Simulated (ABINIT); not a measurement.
# Li (Im-3m) in ABINIT: settings compared

The runs below take Li through equation of state, band structure, with PBEsol+D3, SOGGA, LDA.

Program: ABINIT 10.8.3 (patched build). These are calculated values, not measurements. Logs are shortened: lines on timing, memory, paths and dates and some standing lists are left out, and cuts for length are marked. The log counts tension as positive stress, the text compression.

**1. The crystal as given**

Symmetry: Im-3m, No. 229, cubic system. The conventional cell has a = 3.509 Å, b = 3.509 Å, c = 3.509 Å, α = 90.00°, β = 90.00°, γ = 90.00°. Li (site symmetry m-3m) has 8 Li at 3.04 Å as nearest neighbours.

**2. Equation of state, PBEsol+D3**

File run.py:

```python
import json, os
import numpy as np
from ase.eos import EquationOfState
from ase.units import GPa
from ase.calculators.mixing import SumCalculator
from dftd3.ase import DFTD3
from ase.calculators.abinit import Abinit, AbinitProfile
from ase import Atoms

atoms = Atoms(['Li'],
              cell=[[-1.75465, 1.75465, 1.75465], [1.75465, -1.75465, 1.75465], [1.75465, 1.75465, -1.75465]],
              scaled_positions=[[0.0, 0.0, 0.0]],
              pbc=True)

profile = AbinitProfile(command='abinit', pp_paths=[os.path.abspath('pseudos')])
params = dict(
    pps='pawxml', xc='PBE',
    ecut=408.1708,
    pawecutdg=816.3416,
    kptopt=1,
    ngkpt=[11, 11, 11],
    nshiftk=1,
    shiftk=[0.0, 0.0, 0.0],
    ixc=-116133,
    nband=6,
    occopt=3,
    tsmear=0.05,
    nstep=100,
    tolvrs=1e-09,
    prtwf=0,
    prtden=0,
)

cell0 = atoms.cell.copy()
volumes, energies = [], []
for i, x in enumerate([0.94, 0.96, 0.98, 1.0, 1.02, 1.04, 1.06]):
    atoms.set_cell(cell0 * x ** (1 / 3), scale_atoms=True)
    atoms.calc = SumCalculator([Abinit(profile=profile, directory=f'v{i}', **params), DFTD3(method='pbesol', damping='d3zero')])
    volumes.append(atoms.get_volume() / len(atoms))
    dft, disp = atoms.calc.mixer.calcs
    energies.append((dft.get_property('free_energy', atoms) + disp.get_property('energy', atoms)) / len(atoms))
    print(f'{x:5.2f} {volumes[-1]:10.5f} A^3/atom {energies[-1]:14.6f} eV/atom', flush=True)
    json.dump(dict(volumes=volumes, energies=energies), open('results.json', 'w'))
v0, e0, b0 = EquationOfState(volumes, energies, eos='vinet').fit()
print(f'V0 {v0:.4f} A^3/atom  E0 {e0:.6f} eV/atom  B0 {b0 / GPa:.2f} GPa')
```

Potentials or basis: JTH PAW PBE v2.0.

Command:

```console
> python run.py
```

Standard output:

```text
0.94   20.31231 A^3/atom    -203.036254 eV/atom
 0.96   20.74449 A^3/atom    -203.034382 eV/atom
 0.98   21.17667 A^3/atom    -203.031942 eV/atom
 1.00   21.60884 A^3/atom    -203.029080 eV/atom
 1.02   22.04102 A^3/atom    -203.025396 eV/atom
 1.04   22.47320 A^3/atom    -203.022064 eV/atom
 1.06   22.90537 A^3/atom    -203.017844 eV/atom
V0 19.5080 A^3/atom  E0 -203.037749 eV/atom  B0 15.94 GPa
```

abinit.in:

```text
ecut 408.1708 eV
ixc -116133
kptopt 1
natom 1
nband 6
ngkpt
11 11 11
nshiftk 1
nsppol 1
nstep 100
occopt 3
pawecutdg 816.3416 eV
prtden 0
prtwf 0
shiftk
0.0 0.0 0.0
tolvrs 1e-09
tsmear 0.05 eV
#Definition of the unit cell
acell
1.00000000000000 1.00000000000000 1.00000000000000 Angstrom
rprim
-1.78906363886314 1.78906363886314 1.78906363886314
1.78906363886314 -1.78906363886314 1.78906363886314
1.78906363886314 1.78906363886314 -1.78906363886314
chkprim 0 # Allow non-primitive cells
#Definition of the atom types
ntypat 1
znucl 3
#Enumerate different atomic species
typat
 1
pseudos "./pseudos/Li.GGA_PBE-JTH.xml"
#Definition of the atoms
xcart
0.00000000000000 0.00000000000000 0.00000000000000
chkexit 1 # abinit.exit file in the running directory terminates after the current SCF
```

abinit.abo:

```text
.Version 10.8.3 of ABINIT
 Symmetries : space group Im -3 m (#229); Bravais cI (body-center cubic)
================================================================================
 Values of the parameters that define the memory need of the present run
     intxc =       0    ionmov =       0      iscf =      17    lmnmax =       9
     lnmax =       5     mgfft =      24  mpssoang =       2    mqgrid =    3001
     natom =       1  nloc_mem =       2    nspden =       1   nspinor =       1
    nsppol =       1      nsym =      48    n1xccc =       1    ntypat =       1
    occopt =       3   xclevel =       2
       mpw =         444          nfft =       13824          nkpt =          56
 PAW method is used; the additional fine FFT grid is defined by:
   mgfftf=        30    nfftf =     27000
================================================================================
================================================================================

--------------------------------------------------------------------------------
------------- Echo of variables that govern the present computation ------------
--------------------------------------------------------------------------------
 -outvars: echo values of preprocessed input variables --------
            acell      1.8897261259E+00  1.8897261259E+00  1.8897261259E+00 Bohr
              amu      6.94100000E+00
          chkexit           1
          chkprim           0
             ecut      1.50000002E+01 Hartree
                       outvar_i_n : Printing only first  50 k-points.
              ixc     -116133
                       outvar_i_n : Printing only first  50 k-points.
         kptrlatt       11    0    0      0   11    0      0    0   11
          kptrlen      6.44136589E+01
            natom           1
            nband           6
            ngfft          24      24      24
          ngfftdg          30      30      30
             nkpt          56
            nstep         100
             nsym          48
           ntypat           1
                       prtocc : prtvol=0, do not print more k-points.
           occopt           3
        pawecutdg      3.00000005E+01 Hartree
         pawxcdev           0
           prtden           0
[... 134 lines left out ...]

 cartesian forces (eV/Angstrom) at end:
    1     -0.00000000000000    -0.00000000000000    -0.00000000000000
 frms,max,avg= 0.0000000E+00 0.0000000E+00   0.000E+00  0.000E+00  0.000E+00 e/A
 length scales=  1.889726125908  1.889726125908  1.889726125908 bohr
              =  1.000000000000  1.000000000000  1.000000000000 angstroms
 Fermi (or HOMO) energy (hartree) =  -0.01270   Average Vxc (hartree)=  -0.24169
 Eigenvalues (hartree) for nkpt=  56  k points:
 kpt#   1, nband=  6, wtk=  0.00075, kpt=  0.0000  0.0000  0.0000 (reduced coord)
  -1.70763   -0.13828    0.48085    0.48085    0.48085    0.64658
      occupation numbers for kpt#   1
   2.00000    2.00000    0.00000    0.00000    0.00000    0.00000
 prteigrs : prtvol=0 or 1, do not print more k-points.

--- !EnergyTerms
iteration_state     : {dtset: 1, }
comment             : Components of total free energy in Hartree
kinetic             :  1.49935123331494E+00
hartree             :  1.53797853238422E+00
xc                  : -5.85863764690608E-01
Ewald energy        : -2.42196452259543E+00
psp_core            :  1.11076020363011E-01
local_psp           : -3.55559865046452E+00
PAW spherical_terms : -4.04290507723349E+00
internal            : -7.45792622892188E+00
'-kT*entropy'       : -1.35652582521274E-04
total_energy        : -7.45806188150440E+00
total_energy_eV     : -2.02944202504044E+02
...

--- !EnergyTermsDC
iteration_state     : {dtset: 1, }
comment             : '"Double-counting" decomposition of free energy'
band_energy         : -3.47647087252729E+00
Ewald energy        : -2.42196452259543E+00
psp_core            :  1.11076020363011E-01
xc_dc               : -1.36657314808895E+00
PAW spherical_terms : -3.03986489133375E-01
internal            : -7.45791901198204E+00
'-kT*entropy'       : -1.35652582521274E-04
total_energy_dc     : -7.45805466456456E+00
total_energy_dc_eV  : -2.02944006121106E+02
...

 Cartesian components of stress tensor (hartree/bohr^3)
  sigma(1 1)=  4.84665828E-05  sigma(3 2)=  0.00000000E+00
  sigma(2 2)=  4.84665828E-05  sigma(3 1)=  0.00000000E+00
  sigma(3 3)=  4.84665828E-05  sigma(2 1)=  0.00000000E+00

-Cartesian components of stress tensor (GPa)         [Pressure= -1.4259E+00 GPa]
- sigma(1 1)=  1.42593610E+00  sigma(3 2)=  0.00000000E+00
- sigma(2 2)=  1.42593610E+00  sigma(3 1)=  0.00000000E+00
- sigma(3 3)=  1.42593610E+00  sigma(2 1)=  0.00000000E+00

== END DATASET(S) ==============================================================
================================================================================

 -outvars: echo values of variables after computation  --------
            acell      1.8897261259E+00  1.8897261259E+00  1.8897261259E+00 Bohr
           etotal     -7.4580546646E+00
            fcart     -0.0000000000E+00 -0.0000000000E+00 -0.0000000000E+00
            rprim     -1.7890636389E+00  1.7890636389E+00  1.7890636389E+00
                       1.7890636389E+00 -1.7890636389E+00  1.7890636389E+00
                       1.7890636389E+00  1.7890636389E+00 -1.7890636389E+00
           strten      4.8466582813E-05  4.8466582813E-05  4.8466582813E-05
                       0.0000000000E+00  0.0000000000E+00  0.0000000000E+00
 Calculation completed.
```

Run time: 36 s. Hardware: 1 thread of Arm Neoverse V1, shared host; peak memory 0.15 GiB.

Results:

| Property | Result |
| --- | --- |
| Equilibrium volume | 19.51 Å³/atom (rough: see the caveat) |
| Bulk modulus | 16.0 GPa (rough) |

Energy against volume, from the lowest point:
```
volume (Å³/atom)  energy (meV/atom)
          20.312               0.00
          20.744               1.87
          21.177               4.31
          21.609               7.17
          22.041              10.86
          22.473              14.19
          22.905              18.41
```

Caveat: pressures at fixed basis lie under the slope of the energies; the minimum lies outside the volumes run; the log and the count of SCF iterations are those of the last ABINIT call alone; the PAW data sets were made with another functional, which shifts forces and pressure a little.

**3. Band structure, SOGGA**

File run.abi:

```
# Datasets: ground state, then fixed potential
ndtset 2

# Pseudopotentials
pp_dirpath "./"
pseudos "Li.GGA_PBE-JTH.xml"

# Structure
acell 3*1.0 Angstrom
rprim
    -1.7546500000     1.7546500000     1.7546500000
     1.7546500000    -1.7546500000     1.7546500000
     1.7546500000     1.7546500000    -1.7546500000
ntypat 1
znucl 3
natom 1
typat 1
xcart
     0.0000000000     0.0000000000     0.0000000000

# Plane-wave basis
ecut 15.0
pawecutdg 30.0

# Exchange and correlation
ixc -150130

# Bands and occupations
occopt 3
tsmear 0.00183747

# SCF cycle
nstep 100

# Output
iomode 3
prtwf 0
prteig 0
prtebands 0
enunit 1
prtden1 1

# Dataset 1
kptopt1 1
ngkpt1 11 11 11
nshiftk1 1
shiftk1 0.0 0.0 0.0
nband1 6
tolvrs1 1.0e-9

# Dataset 2: bands along G-H-N-G-P-H
iscf2 -2
getden2 1
nband2 12
nbdbuf2 4
tolwfr2 1.0e-11
kptopt2 -5
ndivsm2 5
prteig2 1
prtvol2 -3
kptbounds2
     0.0000000000     0.0000000000     0.0000000000
     0.5000000000    -0.5000000000     0.5000000000
     0.0000000000     0.0000000000     0.5000000000
     0.0000000000     0.0000000000     0.0000000000
     0.2500000000     0.2500000000     0.2500000000
     0.5000000000    -0.5000000000     0.5000000000
```

Potentials or basis: JTH PAW PBE v2.0.

Command:

```console
> abinit run.abi > log 2>&1
```

run.abo:

```text
.Version 10.8.3 of ABINIT
 DATASET    1 : space group Im -3 m (#229); Bravais cI (body-center cubic)
================================================================================
 Values of the parameters that define the memory need for DATASET  1.
     intxc =       0    ionmov =       0      iscf =      17    lmnmax =       9
     lnmax =       5     mgfft =      20  mpssoang =       2    mqgrid =    3001
     natom =       1  nloc_mem =       2    nspden =       1   nspinor =       1
    nsppol =       1      nsym =      48    n1xccc =       1    ntypat =       1
    occopt =       3   xclevel =       2
       mpw =         414          nfft =        8000          nkpt =          56
 PAW method is used; the additional fine FFT grid is defined by:
   mgfftf=        30    nfftf =     27000
================================================================================
================================================================================

 DATASET    2 : space group Im -3 m (#229); Bravais cI (body-center cubic)
================================================================================
 Values of the parameters that define the memory need for DATASET  2.
     intxc =       0    ionmov =       0      iscf =      -2    lmnmax =       9
     lnmax =       5     mgfft =      20  mpssoang =       2    mqgrid =    3001
     natom =       1  nloc_mem =       2    nspden =       1   nspinor =       1
    nsppol =       1      nsym =      48    n1xccc =       1    ntypat =       1
    occopt =       3   xclevel =       2
       mpw =         420          nfft =        8000          nkpt =          30
 PAW method is used; the additional fine FFT grid is defined by:
   mgfftf=        30    nfftf =     27000
================================================================================
================================================================================

--------------------------------------------------------------------------------
------------- Echo of variables that govern the present computation ------------
--------------------------------------------------------------------------------
 -outvars: echo values of preprocessed input variables --------
            acell      1.8897261259E+00  1.8897261259E+00  1.8897261259E+00 Bohr
              amu      6.94100000E+00
             ecut      1.50000000E+01 Hartree
           enunit           1
           getden1          0
[... 434 lines left out ...]
 reduced coordinates (array xred) for    1 atoms
       0.000000000000      0.000000000000      0.000000000000

 cartesian coordinates (angstrom) at end:
    1      0.00000000000000     0.00000000000000     0.00000000000000
 length scales=  1.889726125908  1.889726125908  1.889726125908 bohr
              =  1.000000000000  1.000000000000  1.000000000000 angstroms
 Eigenvalues (   eV  ) for nkpt=  30  k points:
 kpt#   1, nband= 12, wtk=  1.00000, kpt=  0.0000  0.0000  0.0000 (reduced coord)
 -46.06428   -3.73052   13.81375   13.81375   13.81375   18.38829   18.38829   18.38829
  19.31047   19.31058   19.60220   19.60220
 kpt#   2, nband= 12, wtk=  1.00000, kpt=  0.0714 -0.0714  0.0714 (reduced coord)
 -46.06287   -3.54175   12.83386   12.83386   13.38823   16.21603   17.61134   17.61134
  18.63714   20.22058   22.09521   22.09736
 kpt#   3, nband= 12, wtk=  1.00000, kpt=  0.1429 -0.1429  0.1429 (reduced coord)
 -46.05854   -2.97183   10.81272   10.81272   12.64312   13.47795   17.92664   17.92664
  19.38364   22.30489   26.00566   26.02248
 kpt#   4, nband= 12, wtk=  1.00000, kpt=  0.2143 -0.2143  0.2143 (reduced coord)
 -46.05268   -2.01087    8.82997    8.82997   11.23673   12.07360   19.02508   19.02508
  20.62765   22.01736   25.12849   30.54629
 kpt#   5, nband= 12, wtk=  1.00000, kpt=  0.2857 -0.2857  0.2857 (reduced coord)
 -46.04664   -0.64600    7.20503    7.20503    9.49329   11.74446   17.81247   20.68262
  20.68262   22.36884   27.05930   33.50229
 kpt#   6, nband= 12, wtk=  1.00000, kpt=  0.3571 -0.3571  0.3571 (reduced coord)
 -46.04163    1.12991    6.02024    6.02024    8.24788   11.31435   14.18759   22.83127
[... 59 lines left out ...]
 -46.04656    2.01077    2.01077    5.51638    9.92345   18.18086   18.18086   18.58058
  24.54451   24.54451   28.61473   32.36034
 kpt#  27, nband= 12, wtk=  1.00000, kpt=  0.3750 -0.1250  0.3750 (reduced coord)
 -46.04422    2.24828    2.24828    5.52608   12.01505   14.54593   14.54593   18.11787
  24.83081   24.83081   29.56722   35.37447
 kpt#  28, nband= 12, wtk=  1.00000, kpt=  0.4167 -0.2500  0.4167 (reduced coord)
 -46.04118    2.96701    2.96701    5.33574   11.34666   11.34666   12.74649   20.28318
  25.55479   25.55479   29.82906   33.93753
 kpt#  29, nband= 12, wtk=  1.00000, kpt=  0.4583 -0.3750  0.4583 (reduced coord)
 -46.03839    4.10618    4.10618    5.14217    8.70881    8.70881   12.66901   24.22621
  26.62388   26.62388   29.61516   31.53809
 kpt#  30, nband= 12, wtk=  1.00000, kpt=  0.5000 -0.5000  0.5000 (reduced coord)
 -46.03745    5.06269    5.06269    5.06269    7.25151    7.25151   12.59566   27.40916
  27.40916   27.40916   30.28958   30.28958

== END DATASET(S) ==============================================================
================================================================================

 -outvars: echo values of variables after computation  --------
            acell      1.8897261259E+00  1.8897261259E+00  1.8897261259E+00 Bohr
           etotal1    -7.4434795038E+00
            fcart1    -0.0000000000E+00 -0.0000000000E+00 -0.0000000000E+00
            rprim     -1.7546500000E+00  1.7546500000E+00  1.7546500000E+00
                       1.7546500000E+00 -1.7546500000E+00  1.7546500000E+00
                       1.7546500000E+00  1.7546500000E+00 -1.7546500000E+00
           strten1     2.7891295454E-05  2.7891295454E-05  2.7891295454E-05
                       0.0000000000E+00  0.0000000000E+00  0.0000000000E+00
 Calculation completed.
```

Run time: 7.3 s. Hardware: 1 thread of Arm Neoverse V1, shared host; peak memory 0.15 GiB.

What came out:

| Item | Value |
| --- | --- |
| Free energy | -202.5474 eV |
| Pressure | -0.8 GPa |
| Band gap on the k mesh | none (metal or under the smearing width) |
| Valence electrons inside the program's atomic spheres | Li 2.04 (radii [0.8481] Å) |

Levels at the corners of the path, in eV from the Fermi level:
```csv
point,band 1,band 2,band 3,band 4,band 5,band 6
Γ,-45.83,-3.50,14.05,14.05,14.05,18.62
H,-45.80,5.30,5.30,5.30,7.48,7.48
N,-45.82,0.24,3.04,9.95,11.37,13.10
Γ,-45.83,-3.50,14.05,14.05,14.05,18.62
P,-45.81,3.25,3.25,3.25,7.90,22.76
H,-45.80,5.30,5.30,5.30,7.48,7.48
```

Caveat: the PAW data sets were made with another functional, which shifts forces and pressure a little.

(Continued in part 2 of 2.)
